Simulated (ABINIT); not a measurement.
# BAs (F-43m) in ABINIT: notebook

The runs below take BAs through band structure, equation of state, with SCAN, PBE.

Everything below comes from runs of ABINIT 10.8.3 (patched build). Logs are shortened: lines on timing, memory, paths and dates and some standing lists are left out, and cuts for length are marked. The log counts tension as positive stress, the text compression.

**Experimental background.**

“Basic Physical Properties of Cubic Boron Arsenide”, 2019, arxiv:1911.11281 quotes, for a bulk crystal of BAs: bulk modulus 148 GPa.

The results are compared with them further down.

## (1) Starting point

Symmetry: F-43m, No. 216, cubic system. Conventional cell: a = 4.777 Å, b = 4.777 Å, c = 4.777 Å, α = 90.00°, β = 90.00°, γ = 90.00°. As (site symmetry -43m) is surrounded by 4 B at 2.07 Å. B (site symmetry -43m) has 4 As at 2.07 Å as nearest neighbours.

## (2) Band structure, SCAN

The input, run.abi:

```
ndtset 2

pp_dirpath "./"
pseudos "As.GGA_PBE-JTH_sp.xml, B.GGA_PBE-JTH.xml"

acell 3*1.0 Angstrom
rprim
     0.0000000000     2.3885000000     2.3885000000
     2.3885000000     0.0000000000     2.3885000000
     2.3885000000     2.3885000000     0.0000000000
ntypat 2
znucl 33 5
natom 2
typat 1 2
xred
     0.7500000000     0.7500000000     0.7500000000
     0.0000000000     0.0000000000     0.0000000000

ecut 18.0
pawecutdg 36.0

ixc -263267
usekden 1
pawxcdev 0

occopt 3
tsmear 0.05 eV

nstep 100

iomode 3
prtwf 0
prteig 0
prtebands 0
enunit 2
prtden1 1
prtkden1 1

kptopt1 1
ngkpt1 10 10 10
nshiftk1 1
shiftk1 0.0 0.0 0.0
nband1 8
tolvrs1 1.0e-8

iscf2 -2
getden2 1
getkden2 1
nband2 12
nbdbuf2 2
tolwfr2 1.0e-12
kptopt2 -9
ndivsm2 6
prteig2 1
kptbounds2
     0.0000000000     0.0000000000     0.0000000000
     0.5000000000     0.0000000000     0.5000000000
     0.5000000000     0.2500000000     0.7500000000
     0.3750000000     0.3750000000     0.7500000000
     0.0000000000     0.0000000000     0.0000000000
     0.5000000000     0.5000000000     0.5000000000
     0.6250000000     0.2500000000     0.6250000000
     0.5000000000     0.2500000000     0.7500000000
     0.5000000000     0.5000000000     0.5000000000
     0.3750000000     0.3750000000     0.7500000000
```

Potentials or basis: JTH PAW PBE v2.0 sp.

Started as:

```console
$ abinit run.abi > log 2>&1
```

run.abo:

```text
.Version 10.8.3 of ABINIT
 DATASET    1 : space group F-4 3 m (#216); Bravais cF (face-center cubic)
================================================================================
 Values of the parameters that define the memory need for DATASET  1.
     intxc =       0    ionmov =       0      iscf =      17    lmnmax =       8
     lnmax =       4     mgfft =      27  mpssoang =       2    mqgrid =    3001
     natom =       2  nloc_mem =       2    nspden =       1   nspinor =       1
    nsppol =       1      nsym =      24    n1xccc =       1    ntypat =       2
    occopt =       3   xclevel =       2
       mpw =         684          nfft =       19683          nkpt =          47
 PAW method is used; the additional fine FFT grid is defined by:
   mgfftf=        36    nfftf =     46656
================================================================================
================================================================================

 DATASET    2 : space group F-4 3 m (#216); Bravais cF (face-center cubic)
================================================================================
 Values of the parameters that define the memory need for DATASET  2.
     intxc =       0    ionmov =       0      iscf =      -2    lmnmax =       8
     lnmax =       4     mgfft =      27  mpssoang =       2    mqgrid =    3001
     natom =       2  nloc_mem =       2    nspden =       1   nspinor =       1
    nsppol =       1      nsym =      24    n1xccc =       1    ntypat =       2
    occopt =       3   xclevel =       2
       mpw =         684          nfft =       19683          nkpt =         103
 PAW method is used; the additional fine FFT grid is defined by:
   mgfftf=        36    nfftf =     46656
================================================================================
================================================================================

--------------------------------------------------------------------------------
------------- Echo of variables that govern the present computation ------------
--------------------------------------------------------------------------------
 -outvars: echo values of preprocessed input variables --------
            acell      1.8897261259E+00  1.8897261259E+00  1.8897261259E+00 Bohr
              amu      7.49215900E+01  1.08110000E+01
             ecut      1.80000000E+01 Hartree
           enunit           2
           getden1          0
           getden2          1
          getkden1          0
          getkden2          1
             iscf1         17
             iscf2         -2
                       outvar_i_n : Printing only first  50 k-points.
              ixc     -263267
           jdtset        1    2
                       outvar_i_n : Printing only first  50 k-points.
           kptopt1          1
           kptopt2         -9
         kptrlatt       10    0    0      0   10    0      0    0   10
          kptrlen1     6.38320968E+01
          kptrlen2     3.00000000E+01
            natom           2
            nband1          8
            nband2         12
           nbdbuf1          0
           nbdbuf2          2
           ndtset           2
           ndivsm1          0
           ndivsm2          6
            ngfft          27      27      27
          ngfftdg          36      36      36
             nkpt1         47
             nkpt2        103
            nstep         100
             nsym          24
           ntypat           2
           occopt           3
        pawecutdg      3.60000000E+01 Hartree
         pawxcdev           0
        prtebands           0
           prteig1          0
           prteig2          1
          prtkden           1
            prtwf           0
            rprim      0.0000000000E+00  2.3885000000E+00  2.3885000000E+00
                       2.3885000000E+00  0.0000000000E+00  2.3885000000E+00
                       2.3885000000E+00  2.3885000000E+00  0.0000000000E+00
           shiftk1     0.00000000E+00  0.00000000E+00  0.00000000E+00
[... 786 lines left out ...]
)     Maximum=    2.2710E-01  at reduced coord.    0.0000    0.0000    0.0000
)     Minimum=    3.3502E-03  at reduced coord.    0.2500    0.2500    0.2500
   Integrated=    3.9999E+00
--------------------------------------------------------------------------------

--- !ResultsGS
iteration_state: {dtset: 2, }
comment   : Summary of ground state results
lattice_vectors:
- [  0.0000000,   4.5136109,   4.5136109, ]
- [  4.5136109,   0.0000000,   4.5136109, ]
- [  4.5136109,   4.5136109,   0.0000000, ]
lattice_lengths: [   6.38321,    6.38321,    6.38321, ]
lattice_angles: [ 60.000,  60.000,  60.000, ] # degrees, (23, 13, 12)
lattice_volume:   1.8390873E+02
convergence: {deltae:  0.000E+00, res2:  0.000E+00, residm:  9.967E-13, diffor:  0.000E+00, }
etotal    :   1.97365409E-01
entropy   :   0.00000000E+00
fermie    :   1.15444853E-01
cartesian_stress_tensor: null
pressure_GPa: null
xred      :
- [  7.5000E-01,   7.5000E-01,   7.5000E-01, As]
- [  0.0000E+00,   0.0000E+00,   0.0000E+00,  B]
cartesian_forces: null
force_length_stats: {min: null, max: null, mean: null, }
...

 Integrated electronic density in atomic spheres:
 ------------------------------------------------
 Atom  Sphere_radius  Integrated_density
    1        2.10392          2.86473961
    2        1.70617          1.73508246

================================================================================

 ----iterations are completed or convergence reached----

 Mean square residual over all n,k,spin=   37.541E-14; max=  99.668E-14
 reduced coordinates (array xred) for    2 atoms
       0.750000000000      0.750000000000      0.750000000000
       0.000000000000      0.000000000000      0.000000000000

 cartesian coordinates (angstrom) at end:
    1      3.58275000000000     3.58275000000000     3.58275000000000
    2      0.00000000000000     0.00000000000000     0.00000000000000
 length scales=  1.889726125908  1.889726125908  1.889726125908 bohr
              =  1.000000000000  1.000000000000  1.000000000000 angstroms
 Eigenvalues (hartree) for nkpt= 103  k points:
 kpt#   1, nband= 12, wtk=  1.00000, kpt=  0.0000  0.0000  0.0000 (reduced coord)
  -0.49788    0.09004    0.09004    0.09004    0.22230    0.22230    0.22230    0.28227
   0.47015    0.60615    0.60615    0.65994
 kpt#   2, nband= 12, wtk=  1.00000, kpt=  0.0294  0.0000  0.0294 (reduced coord)
  -0.49716    0.08622    0.08652    0.08652    0.22019    0.22667    0.22667    0.28592
   0.47313    0.58727    0.60702    0.66154
 kpt#   3, nband= 12, wtk=  1.00000, kpt=  0.0588  0.0000  0.0588 (reduced coord)
  -0.49498    0.07552    0.07719    0.07719    0.21473    0.23859    0.23859    0.29522
   0.48188    0.55501    0.60962    0.66634
 kpt#   4, nband= 12, wtk=  1.00000, kpt=  0.0882  0.0000  0.0882 (reduced coord)
  -0.49136    0.05957    0.06439    0.06439    0.20727    0.25567    0.25567    0.30674
   0.49578    0.52335    0.61395    0.67436
 kpt#   5, nband= 12, wtk=  1.00000, kpt=  0.1176  0.0000  0.1176 (reduced coord)
  -0.48631    0.04004    0.04999    0.04999    0.19874    0.27598    0.27598    0.31665
   0.49684    0.51412    0.62002    0.68562
 kpt#   6, nband= 12, wtk=  1.00000, kpt=  0.1471  0.0000  0.1471 (reduced coord)
  -0.47984    0.01817    0.03517    0.03517    0.18978    0.29830    0.29830    0.32068
[... 277 lines left out ...]
 kpt#  99, nband= 12, wtk=  1.00000, kpt=  0.4250  0.4250  0.6500 (reduced coord)
  -0.36471   -0.22561   -0.09384   -0.01563    0.20517    0.35307    0.37095    0.42642
   0.52657    0.61289    0.70046    0.76489
 kpt# 100, nband= 12, wtk=  1.00000, kpt=  0.4125  0.4125  0.6750 (reduced coord)
  -0.35719   -0.22141   -0.11398   -0.02361    0.19603    0.37047    0.39569    0.41553
   0.51766    0.60667    0.72730    0.78027
 kpt# 101, nband= 12, wtk=  1.00000, kpt=  0.4000  0.4000  0.7000 (reduced coord)
  -0.34962   -0.21933   -0.12868   -0.03082    0.18788    0.35950    0.41967    0.43196
   0.51002    0.60478    0.74469    0.80520
 kpt# 102, nband= 12, wtk=  1.00000, kpt=  0.3875  0.3875  0.7250 (reduced coord)
  -0.34299   -0.22044   -0.13566   -0.03701    0.18106    0.33690    0.44075    0.45839
   0.50469    0.60900    0.75119    0.83467
 kpt# 103, nband= 12, wtk=  1.00000, kpt=  0.3750  0.3750  0.7500 (reduced coord)
  -0.33888   -0.22339   -0.13464   -0.04200    0.17572    0.31316    0.45670    0.47674
   0.50928    0.62111    0.75113    0.85334
 Eigenvalues (   eV  ) for nkpt= 103  k points:
 kpt#   1, nband= 12, wtk=  1.00000, kpt=  0.0000  0.0000  0.0000 (reduced coord)
 -13.54811    2.45000    2.45000    2.45000    6.04896    6.04896    6.04896    7.68106
  12.79330   16.49417   16.49417   17.95778
 kpt#   2, nband= 12, wtk=  1.00000, kpt=  0.0294  0.0000  0.0294 (reduced coord)
 -13.52836    2.34624    2.35444    2.35444    5.99175    6.16805    6.16805    7.78028
  12.87463   15.98035   16.51776   18.00129
 kpt#   3, nband= 12, wtk=  1.00000, kpt=  0.0588  0.0000  0.0588 (reduced coord)
 -13.46916    2.05492    2.10057    2.10057    5.84308    6.49225    6.49225    8.03325
  13.11250   15.10246   16.58853   18.13192
 kpt#   4, nband= 12, wtk=  1.00000, kpt=  0.0882  0.0000  0.0882 (reduced coord)
 -13.37064    1.62105    1.75201    1.75201    5.64000    6.95714    6.95714    8.34696
  13.49095   14.24109   16.70647   18.35022
 kpt#   5, nband= 12, wtk=  1.00000, kpt=  0.1176  0.0000  0.1176 (reduced coord)
 -13.23311    1.08961    1.36026    1.36026    5.40805    7.50993    7.50993    8.61650
  13.51981   13.98987   16.87160   18.65661
 kpt#   6, nband= 12, wtk=  1.00000, kpt=  0.1471  0.0000  0.1471 (reduced coord)
 -13.05701    0.49457    0.95711    0.95711    5.16426    8.11704    8.11704    8.72612
[... 278 lines left out ...]
  -9.92417   -6.13912   -2.55339   -0.42538    5.58289    9.60745   10.09417   11.60341
  14.32860   16.67761   19.06036   20.81383
 kpt# 100, nband= 12, wtk=  1.00000, kpt=  0.4125  0.4125  0.6750 (reduced coord)
  -9.71963   -6.02501   -3.10160   -0.64256    5.33431   10.08099   10.76731   11.30709
  14.08637   16.50845   19.79090   21.23212
 kpt# 101, nband= 12, wtk=  1.00000, kpt=  0.4000  0.4000  0.7000 (reduced coord)
  -9.51364   -5.96821   -3.50165   -0.83867    5.11244    9.78245   11.41987   11.75416
  13.87834   16.45701   20.26392   21.91073
 kpt# 102, nband= 12, wtk=  1.00000, kpt=  0.3875  0.3875  0.7250 (reduced coord)
  -9.33322   -5.99848   -3.69163   -1.00698    4.92682    9.16748   11.99352   12.47348
  13.73332   16.57175   20.44098   22.71245
 kpt# 103, nband= 12, wtk=  1.00000, kpt=  0.3750  0.3750  0.7500 (reduced coord)
  -9.22133   -6.07884   -3.66376   -1.14275    4.78167    8.52150   12.42754   12.97281
  13.85810   16.90125   20.43941   23.22053

== END DATASET(S) ==============================================================
================================================================================

 -outvars: echo values of variables after computation  --------
            acell      1.8897261259E+00  1.8897261259E+00  1.8897261259E+00 Bohr
           etotal1     1.9736540902E-01
            fcart1    -5.0707704205E-28 -5.0707704205E-28  1.5212311262E-27
                       5.0707704205E-28  5.0707704205E-28 -1.5212311262E-27
            rprim      0.0000000000E+00  2.3885000000E+00  2.3885000000E+00
                       2.3885000000E+00  0.0000000000E+00  2.3885000000E+00
                       2.3885000000E+00  2.3885000000E+00  0.0000000000E+00
           strten1    -7.1467548885E-07 -7.1467548885E-07 -7.1467548885E-07
                       0.0000000000E+00  0.0000000000E+00  0.0000000000E+00
           xangst      3.5827500000E+00  3.5827500000E+00  3.5827500000E+00
                       0.0000000000E+00  0.0000000000E+00  0.0000000000E+00
             xred      7.5000000000E-01  7.5000000000E-01  7.5000000000E-01
                       0.0000000000E+00  0.0000000000E+00  0.0000000000E+00
 Calculation completed.
```

It took 76 s on 1 thread of Arm Neoverse V1, shared host; peak memory 0.12 GiB.

Results:

* Free energy: 5.3706 eV
* Pressure: 0.0 GPa
* Band gap on the k mesh: 1.42 eV, indirect (least direct gap 3.60 eV)
* Band gap along the path: 1.42 eV, indirect (least direct gap 3.60 eV)
* Valence electrons inside the program's atomic spheres: As 2.86; B 1.74

Levels at the corners of the path, in eV from the valence-band top:
```tsv
point	band 1	band 2	band 3	band 4	band 5	band 6	band 7	band 8	band 9
Γ	-16.00	0.00	0.00	0.00	3.60	3.60	3.60	5.23	10.34
X	-11.62	-8.91	-4.20	-4.20	1.66	1.73	12.29	12.29	13.94
W	-11.45	-8.46	-5.63	-5.35	5.76	6.60	7.23	7.57	13.30
K	-11.67	-8.53	-6.11	-3.59	2.33	6.07	9.98	10.52	11.41
Γ	-16.00	0.00	0.00	0.00	3.60	3.60	3.60	5.23	10.34
L	-13.02	-9.11	-1.88	-1.88	3.03	5.19	5.19	9.69	13.64
U	-11.67	-8.53	-6.11	-3.59	2.33	6.07	9.98	10.52	11.41
W	-11.45	-8.46	-5.63	-5.35	5.76	6.60	7.23	7.57	13.30
L	-13.02	-9.11	-1.88	-1.88	3.03	5.19	5.19	9.69	13.64
K	-11.67	-8.53	-6.11	-3.59	2.33	6.07	9.98	10.52	11.41
```

Caveat: totals of a meta-GGA on PAW files have another zero than those of a GGA; the PAW data sets were made with another functional, which shifts forces and pressure a little; this set keeps more shells in the core, which shifts pressures and gaps.

## (3) Equation of state, PBE

The input, run.abi:

```
# Datasets: one volume each
ndtset 7
getwfk -1
scalecart1 3*0.9795861087
scalecart2 3*0.9864848297
scalecart3 3*0.9932883884
scalecart4 3*1.0000000000
scalecart5 3*1.0066227096
scalecart6 3*1.0131594038
scalecart7 3*1.0196128224

# Pseudopotentials
pp_dirpath "./"
pseudos "As.GGA_PBE-JTH.xml, B.GGA_PBE-JTH.xml"

# Structure
acell 3*1.0
rprim
     0.0000000000     4.5136108487     4.5136108487
     4.5136108487     0.0000000000     4.5136108487
     4.5136108487     4.5136108487     0.0000000000
ntypat 2
znucl 33 5
natom 2
typat 1 2
xred
     0.7500000000     0.7500000000     0.7500000000
     0.0000000000     0.0000000000     0.0000000000

# Plane-wave basis
ecut 272.113862 eV
pawecutdg 20.0

# k points
kptopt 1
ngkpt 10 10 10
nshiftk 1
shiftk 0.0 0.0 0.0

# Exchange and correlation
ixc 11

# Bands and occupations
nband 13
occopt 3
tsmear 0.00183747

# SCF cycle
nstep 100
tolvrs 1.0e-9

# Output
iomode 3
prtwf 1
prtden 0
prteig 0
prtebands 0
enunit 2
```

Potentials or basis: JTH PAW PBE v2.0.

Started as:

```console
$ abinit run.abi > log 2>&1
```

Wall time 36 s (1 thread of Arm Neoverse V1, shared host); peak memory 0.12 GiB.

It converged, with:

| Quantity | Value |
| --- | --- |
| Equilibrium volume | 13.91 Å³/atom |
| Bulk modulus | 128 GPa |
| Pressure derivative of the bulk modulus | 3.9 (rough: it moves with the points fitted) |

Energy against volume, from the lowest point:
```csv
volume (Å³/atom),energy (meV/atom)
12.809,40.13
13.081,22.01
13.354,9.45
13.626,2.62
13.899,0.00
14.171,1.80
14.444,7.73
```

Caveat: the cutoff is too short for stress, so the log's stress isn't used; pressures at fixed basis lie under the slope of the energies.

## (4) Against experiment

Step 3. Against the measured bulk modulus of BAs, 148 GPa (quoted in “Basic Physical Properties of Cubic Boron Arsenide”, 2019, arxiv:1911.11281), the calculated 128 GPa is off by -13.2 %. The fit is for a static lattice scaled at fixed shape and fixed fractional positions.
